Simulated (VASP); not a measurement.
# GaSb (Pm-3m) in VASP: further runs

One crystal, GaSb, is run at these levels: PBEsol; tasks: single point.

Everything below comes from runs of VASP 6.6.1. Logs are shortened: lines on timing, memory, paths and dates and some standing lists are left out, and cuts for length are marked.

## 1. Starting point

It takes space group Pm-3m (No. 221, cubic). Conventional cell: a = 3.494 Å, b = 3.494 Å, c = 3.494 Å, α = 90.00°, β = 90.00°, γ = 90.00°. Ga (site symmetry m-3m) has 8 Sb at 3.03 Å as nearest neighbours. Sb (site symmetry m-3m) has 8 Ga at 3.03 Å as nearest neighbours.

Measurements of this composition are mostly on another form, of space group No. 216.

## 2. Single point, PBEsol

INCAR reads:

```
PREC     = Accurate       # precision mode
ENCUT    = 520            # plane-wave cutoff, eV
EDIFF    = 1E-6           # SCF threshold, eV
ISMEAR   = 0              # smearing method
SIGMA    = 0.05           # smearing width, eV
LREAL    = False          # projectors in reciprocal space
LASPH    = True           # aspherical terms in the spheres
NELM     = 60             # most SCF steps
ALGO     = Fast           # electronic algorithm
ISIF     = 2              # what is computed and relaxed
LWAVE    = False          # write WAVECAR
LCHARG   = False          # write CHGCAR
GGA      = PS             # functional
NBANDS   = 16             # bands
```

KPOINTS reads:

```
regular mesh
0
Gamma
  6 6 6
```

POSCAR reads:

```
GaSb
1.0
    3.4942473935      0.0000000000      0.0000000000
    0.0000000000      3.4942473935      0.0000000000
    0.0000000000      0.0000000000      3.4942473935
Ga Sb
1 1
Direct
    0.0000000000      0.0000000000      0.0000000000
    0.5000000000      0.5000000000      0.5000000000
```

Potentials or basis: VASP PAW PBE potentials, release 64 (Ga_d, Sb).

The run is started by

```console
> cat potpaw_PBE.64/Ga_d/POTCAR potpaw_PBE.64/Sb/POTCAR > POTCAR
> mpirun -np 1 vasp_std > vasp.out
```

OUTCAR:

```text
PREC = Accurate
   ENCUT = 520
   EDIFF = 1E-6
   ISMEAR = 0
   LREAL = False
   LASPH = True
   NELM = 60
   ISIF = 2
   GGA = PS

 ion  position               nearest neighbor table
   1  0.000  0.000  0.000-   2 3.03   2 3.03   2 3.03   2 3.03   2 3.03   2 3.03   2 3.03   2 3.03

   2  0.500  0.500  0.500-   1 3.03   1 3.03   1 3.03   1 3.03   1 3.03   1 3.03   1 3.03   1 3.03

  LATTYP: Found a simple cubic cell.
 ALAT       =     3.4942473935

  Lattice vectors:

 A1 = (   3.4942473935,   0.0000000000,   0.0000000000)
 A2 = (   0.0000000000,   3.4942473935,   0.0000000000)
 A3 = (   0.0000000000,   0.0000000000,   3.4942473935)

Analysis of symmetry for initial positions (statically):
=====================================================================
 Subroutine PRICEL returns:
 Original cell was already a primitive cell.

 Routine SETGRP: Setting up the symmetry group for a
 simple cubic supercell.

 Subroutine GETGRP returns: Found 48 space group operations
 (whereof 48 operations were pure point group operations)
 out of a pool of 48 trial point group operations.

The static configuration has the point symmetry O_h .

Analysis of symmetry for dynamics (positions and initial velocities):
=====================================================================
 Subroutine PRICEL returns:
 Original cell was already a primitive cell.

 Routine SETGRP: Setting up the symmetry group for a
 simple cubic supercell.

 Subroutine GETGRP returns: Found 48 space group operations
 (whereof 48 operations were pure point group operations)
 out of a pool of 48 trial point group operations.

The dynamic configuration has the point symmetry O_h .

 Subroutine INISYM returns: Found 48 space group operations
 (whereof 48 operations are pure point group operations),
 and found     1 'primitive' translations

----------------------------------------------------------------------------------------

                                     Primitive cell

  volume of cell :      42.6639

  direct lattice vectors                    reciprocal lattice vectors
     3.494247393  0.000000000  0.000000000     0.286184659  0.000000000  0.000000000
     0.000000000  3.494247393  0.000000000     0.000000000  0.286184659  0.000000000
     0.000000000  0.000000000  3.494247393     0.000000000  0.000000000  0.286184659

  length of vectors
     3.494247393  3.494247393  3.494247393     0.286184659  0.286184659  0.286184659

  position of ions in fractional coordinates (direct lattice)
     0.000000000  0.000000000  0.000000000
     0.500000000  0.500000000  0.500000000

  ion indices of the primitive-cell ions
   primitive index   ion index
                 1           1
                 2           2

----------------------------------------------------------------------------------------

 KPOINTS: regular mesh

Automatic generation of k-mesh.
 Grid dimensions read from file:
 generate k-points for:    6    6    6

 Generating k-lattice:

  Cartesian coordinates                     Fractional coordinates (reciprocal lattice)
     0.047697443  0.000000000  0.000000000     0.166666667  0.000000000  0.000000000
     0.000000000  0.047697443  0.000000000     0.000000000  0.166666667  0.000000000
     0.000000000  0.000000000  0.047697443     0.000000000  0.000000000  0.166666667

  Length of vectors
     0.047697443  0.047697443  0.047697443

  Shift w.r.t. Gamma in fractional coordinates (k-lattice)
     0.000000000  0.000000000  0.000000000

 Subroutine IBZKPT returns following result:
 ===========================================

 Found     20 irreducible k-points:

 Following reciprocal coordinates:
            Coordinates               Weight
  0.000000  0.000000  0.000000      1.000000
  0.166667  0.000000  0.000000      6.000000
  0.333333  0.000000  0.000000      6.000000
  0.500000  0.000000  0.000000      3.000000
  0.166667  0.166667  0.000000     12.000000
  0.333333  0.166667  0.000000     24.000000
[... 12 lines left out ...]
  0.500000  0.500000  0.333333      6.000000
  0.500000  0.500000  0.500000      1.000000
   k-points           NKPTS =     20   k-points in BZ     NKDIM =     20   number of bands    NBANDS=     16
   number of dos      NEDOS =    301   number of ions     NIONS =      2
   total plane-waves  NPLWV =  21952
   dimension x,y,z NGX =    28 NGY =   28 NGZ =   28
   dimension x,y,z NGXF=    56 NGYF=   56 NGZF=   56
   ions per type =               1   1
   NGX,Y,Z   is equivalent  to a cutoff of  13.32, 13.32, 13.32 a.u.
   NGXF,Y,Z  is equivalent  to a cutoff of  26.64, 26.64, 26.64 a.u.
 SYSTEM =  unknown system
   PREC   = accura    normal or accurate (medium, high low for compatibility)
   ISTART =      0    job   : 0-new  1-cont  2-samecut
   ICHARG =      2    charge: 1-file 2-atom 10-const
   ISPIN  =      1    spin polarized calculation?
   LNONCOLLINEAR =      F non collinear calculations
   LSORBIT =      F    spin-orbit coupling
   LASPH  =      T    aspherical Exc in radial PAW
   ENCUT  =  520.0 eV  38.22 Ry    6.18 a.u.   6.50  6.50  6.50*2*pi/ulx,y,z
   NELM   =     60;   NELMIN=  2; NELMDL= -5     # of ELM steps
   EDIFF  = 0.1E-05   stopping-criterion for ELM
   LREAL  =      F    real-space projection
   EDIFFG = 0.1E-04   stopping-criterion for IOM
   NSW    =      0    number of steps for IOM
   IBRION =     -1    ionic relax: 0-MD 1-quasi-New 2-CG
   NFREE  =      0    steps in history (QN), initial steepest desc. (CG)
   ISIF   =      2    stress and relaxation
   ISYM   =      2    0-nonsym 1-usesym 2-fastsym
   POTIM  = 0.5000    time-step for ionic-motion
   TEBEG  =    0.0;   TEEND  =   0.0 temperature during run
   PSTRESS=    0.0 pullay stress
   NELECT =      18.0000    total number of electrons
   NUPDOWN=      -1.0000    fix difference up-down
   EMIN   =  10.00;   EMAX   =-10.00  energy-range for DOS
   EFERMI =   0.00;   METHOD = LEGACY
   ISMEAR =     0;   SIGMA  =   0.05  broadening in eV -4-tet -1-fermi 0-gaus
   EFERMI_NEDOS =   21; number of points for ismear=-14 and -15
   IALGO  =     68    algorithm
   IMIX   =      4    mixing-type and parameters
     AMIX     =   0.40;   BMIX     =  1.00
     AMIX_MAG =   1.60;   BMIX_MAG =  1.00
  volume/ion in A,a.u.               =      21.33       143.96
  Fermi-wavevector in a.u.,A,eV,Ry     =   1.227850  2.320300 20.512359  1.507616
  Thomas-Fermi vector in A             =   2.362798
   LORBIT       =      0    0 simple, 1 ext, 2 COOP (PROOUT), +10 PAW based schemes
   GGA     = PS    functional components
   LHFCALC =     F    Hartree Fock is set to
   AEXX    =    0.0000 exact exchange contribution
   IVDW    =     0    specifies the selected vdW correction
   LEPSILON=     F    determine dielectric tensor
   LRPA    =     F    only Hartree local field effects (RPA)
 non-spin polarized calculation
 RMM-DIIS sequential band-by-band and
 Gauss-broadening in eV      SIGMA  =   0.05
  energy-cutoff  :      520.00
  volume of cell :       42.66
 maximum number of plane-waves:      1189
 NGX is ok and might be reduce to    28
   NGX = 13   NGY = 13   NGZ = 13

 number of electron      18.0000001 magnetization

 Free energy of the ion-electron system (eV)
  ---------------------------------------------------
  ext. energy  EPLUGINS =         0.00000000
  ---------------------------------------------------
  free energy    TOTEN  =        -7.69247028 eV

  energy without entropy =       -7.69182437  energy(sigma->0) =       -7.69214732

 E-fermi :   7.8192     XC(G=0): -11.0000

 val. band max:        7.7703269320   @ k =   0.5000   0.1667   0.1667
 cond. band min:       7.9223770017   @ k =   0.5000   0.1667   0.1667
 fundamental gap:      0.1520500698
 Fermi energy:         7.8191948167

 k-point     1 :       0.0000    0.0000    0.0000
  band No.  band energies     occupation
      1      -6.8419      2.00000
      2      -6.8419      2.00000
      3      -6.7764      2.00000
      4      -6.7764      2.00000
      5      -6.7764      2.00000
      6      -4.9043      2.00000
[... 8 lines left out ...]
     15      17.4454      0.00000
     16      21.2668      0.00000

 k-point     2 :       0.1667    0.0000    0.0000
  band No.  band energies     occupation
      1      -6.8406      2.00000
      2      -6.8264      2.00000
      3      -6.7848      2.00000
      4      -6.7848      2.00000
      5      -6.7762      2.00000
      6      -4.5708      2.00000
[... 8 lines left out ...]
     15      15.9412      0.00000
     16      19.3730      0.00000

 k-point     3 :       0.3333    0.0000    0.0000
  band No.  band energies     occupation
      1      -6.8379      2.00000
      2      -6.8014      2.00000
      3      -6.8014      2.00000
      4      -6.7964      2.00000
      5      -6.7757      2.00000
      6      -3.6135      2.00000
[... 8 lines left out ...]
     15      16.7102      0.00000
     16      18.7062      0.00000

 k-point     4 :       0.5000    0.0000    0.0000
  band No.  band energies     occupation
      1      -6.8365      2.00000
      2      -6.8097      2.00000
      3      -6.8097      2.00000
      4      -6.7819      2.00000
      5      -6.7754      2.00000
      6      -2.6565      2.00000
[... 8 lines left out ...]
     15      14.9736      0.00000
     16      22.8113      0.00000
[... 248 lines left out ...]
 k-point    18 :       0.5000    0.3333    0.3333
  band No.  band energies     occupation
      1      -6.8561      2.00000
      2      -6.8420      2.00000
      3      -6.8288      2.00000
      4      -6.7569      2.00000
      5      -6.7394      2.00000
      6      -0.3082      2.00000
[... 8 lines left out ...]
     15      22.1184      0.00000
     16      22.2285      0.00000

 k-point    19 :       0.5000    0.5000    0.3333
  band No.  band energies     occupation
      1      -6.8641      2.00000
      2      -6.8403      2.00000
      3      -6.8403      2.00000
      4      -6.7477      2.00000
      5      -6.7292      2.00000
      6       0.3145      2.00000
[... 8 lines left out ...]
     15      23.9155      0.00000
     16      23.9638      0.00000

 k-point    20 :       0.5000    0.5000    0.5000
  band No.  band energies     occupation
      1      -6.8538      2.00000
      2      -6.8538      2.00000
      3      -6.8538      2.00000
      4      -6.7287      2.00000
      5      -6.7287      2.00000
      6       0.8160      2.00000
[... 8 lines left out ...]
     15      25.6772      0.00000
     16      26.0228      0.00000

------------------------ aborting loop because EDIFF is reached ----------------------------------------

  FORCE on cell =-STRESS in cart. coord.  units (eV):
  Direction    XX          YY          ZZ          XY          YZ          ZX
  --------------------------------------------------------------------------------------
  -------------------------------------------------------------------------------------
  Total        0.6515487      0.6515487      0.6515487     -0.0000000     -0.0000000     -0.0000000
  in kB       24.4678891     24.4678891     24.4678891     -0.0000000     -0.0000000     -0.0000000
  external PRESSURE =      24.4678891 kB  Pullay stress =       0.0000000 kB

 VOLUME and BASIS-vectors are now :
 -----------------------------------------------------------------------------
  energy-cutoff  :      520.00
  volume of cell :       42.66
      direct lattice vectors                 reciprocal lattice vectors
     3.494247393  0.000000000  0.000000000     0.286184659  0.000000000  0.000000000
     0.000000000  3.494247393  0.000000000     0.000000000  0.286184659  0.000000000
     0.000000000  0.000000000  3.494247393     0.000000000  0.000000000  0.286184659

 POSITION                                       TOTAL-FORCE (eV/Angst)
 -----------------------------------------------------------------------------------
      0.00000      0.00000      0.00000         0.000000      0.000000      0.000000
      1.74712      1.74712      1.74712         0.000000      0.000000      0.000000
 -----------------------------------------------------------------------------------
    total drift:                               -0.000000     -0.000000     -0.000000

  FREE ENERGIE OF THE ION-ELECTRON SYSTEM (eV)
  ---------------------------------------------------
  free  energy   TOTEN  =        -7.6924702792 eV

  energy  without entropy=       -7.6918243700  energy(sigma->0) =       -7.69214732
```

It took 6.8 s on 1 thread of AMD EPYC 9R45 (Zen 5), shared host; peak memory 0.13 GiB.

Results:

- Free energy: -7.6925 eV
- Pressure: 2.4 GPa
- Band gap on the k mesh: none (metal or under the smearing width)

Caveat: the PAW data sets were made with another functional, which shifts forces and pressure a little. The run has no spin-orbit coupling, so splittings on Sb are missing.

## 3. Single point, PBEsol

This run uses another cell than the first one, of 19.98 Å³/atom, 0.937 times its volume.

INCAR reads:

```
SYSTEM = GaSb
ALGO = Fast
EDIFF = 1E-6
ENCUT = 520
GGA = PS
ISIF = 2
ISMEAR = 0
LASPH = .True.
LCHARG = .False.
LREAL = .False.
LWAVE = .False.
NBANDS = 16
NELM = 80
PREC = Accurate
SIGMA = 0.05
```

KPOINTS reads:

```
k-points
0
Gamma
  6 6 6
  0 0 0
```

POSCAR reads:

```
GaSb
1.0
    3.4190682941      0.0000000000      0.0000000000
    0.0000000000      3.4190682941      0.0000000000
    0.0000000000      0.0000000000      3.4190682941
Ga Sb
1 1
Direct
    0.0000000000      0.0000000000      0.0000000000
    0.5000000000      0.5000000000      0.5000000000
```

Potentials or basis: VASP PAW PBE potentials, release 64 (Ga_d, Sb).

The run is started by

```console
> cat potpaw_PBE.64/Ga_d/POTCAR potpaw_PBE.64/Sb/POTCAR > POTCAR
> mpirun -np 1 vasp_std > vasp.out
```

Run time: 7.3 s. Hardware: 1 thread of AMD EPYC 9R45 (Zen 5), shared host; peak memory 0.13 GiB.

The run converged. Its results:

- Free energy: -7.6055 eV
- Pressure: 8.3 GPa
- Band gap on the k mesh: none (metal or under the smearing width)

Levels at points of the mesh, in eV from the Fermi level:
| k point | band 6 | band 7 | band 8 | band 9 | band 10 | band 11 | band 12 | band 13 |
| --- | --- | --- | --- | --- | --- | --- | --- | --- |
| (0.00, 0.00, 0.00) | -13.33 | -1.12 | -0.66 | -0.66 | -0.66 | 4.02 | 4.02 | 10.24 |
| (0.50, 0.00, 0.00) | -10.87 | -8.80 | 2.09 | 2.09 | 3.23 | 3.59 | 3.98 | 3.98 |
| (0.50, 0.50, 0.00) | -8.54 | -5.64 | -5.64 | -5.28 | 3.52 | 5.72 | 6.78 | 6.78 |
| (0.50, 0.50, 0.50) | -6.91 | -3.10 | -2.79 | -2.79 | -2.79 | -1.06 | -1.06 | -1.06 |

Caveat: the PAW data sets were made with another functional, which shifts forces and pressure a little.

## 4. Single point, PBEsol

This run uses another cell than the first one, of 22.05 Å³/atom, 1.034 times its volume.

INCAR reads:

```
PREC = Accurate
ENCUT = 520
EDIFF = 1E-7
ISMEAR = 0
SIGMA = 0.05
LREAL = False
LASPH = True
NELM = 100
ALGO = Normal
ISIF = 2
LWAVE = False
LCHARG = True
GGA = PS
LELF = True
LVHAR = True
NBANDS = 16
```

KPOINTS reads:

```
Automatic mesh
0
Gamma
  6 6 6
```

POSCAR reads:

```
GaSb
1.0
    3.5330924176      0.0000000000      0.0000000000
    0.0000000000      3.5330924176      0.0000000000
    0.0000000000      0.0000000000      3.5330924176
Ga Sb
1 1
Direct
    0.0000000000      0.0000000000      0.0000000000
    0.5000000000      0.5000000000      0.5000000000
```

The run is started by

```console
> cat potpaw_PBE.64/Ga_d/POTCAR potpaw_PBE.64/Sb/POTCAR > POTCAR
> mpirun -np 1 vasp_std > vasp.out
```

Wall time 6.9 s (1 thread of AMD EPYC 9R45 (Zen 5), shared host); peak memory 0.13 GiB.

The run converged. Its results:

* Free energy: -7.7037 eV
* Pressure: 0.1 GPa
* Band gap on the k mesh: none (metal or under the smearing width)

Levels at points of the mesh, in eV from the Fermi level:
```
           k point  band 5  band 6  band 7  band 8  band 9  band 10  band 11  band 12  band 13  band 14
(0.00, 0.00, 0.00)  -14.60  -12.48   -1.71   -0.52   -0.52    -0.52     4.12     4.12     9.27     9.27
(0.50, 0.00, 0.00)  -14.60  -10.34   -8.11    1.87    1.87     2.70     3.11     3.88     3.88     6.35
(0.50, 0.50, 0.00)  -14.55   -8.44   -5.02   -5.02   -5.02     3.09     5.46     6.44     6.44     8.38
(0.50, 0.50, 0.50)  -14.55   -7.09   -3.15   -2.48   -2.48    -2.48    -0.71    -0.71    -0.71    17.62
```

Caveat: the PAW data sets were made with another functional, which shifts forces and pressure a little.

## 5. The runs side by side

```tsv
cell	gap on the mesh (eV)	pressure (GPa)
Pm-3m, 21.33 Å³/atom	none	2.4
Pm-3m, 19.98 Å³/atom	none	8.3
Pm-3m, 22.05 Å³/atom	none	0.1
```

Alike in all rows: task single point; level PBEsol; potentials or basis VASP PAW PBE potentials, release 64 (Ga_d, Sb); no spin polarisation; k mesh 6 × 6 × 6; cutoff (eV) 520; smearing gaussian 0.05 eV.

Every run on the cell as given and a fine mesh finds a metal.

Caveats: the PAW data sets were made with another functional, which shifts forces and pressure a little.

Total energies depend on the potentials used, so only differences within one code and one set of settings carry meaning.
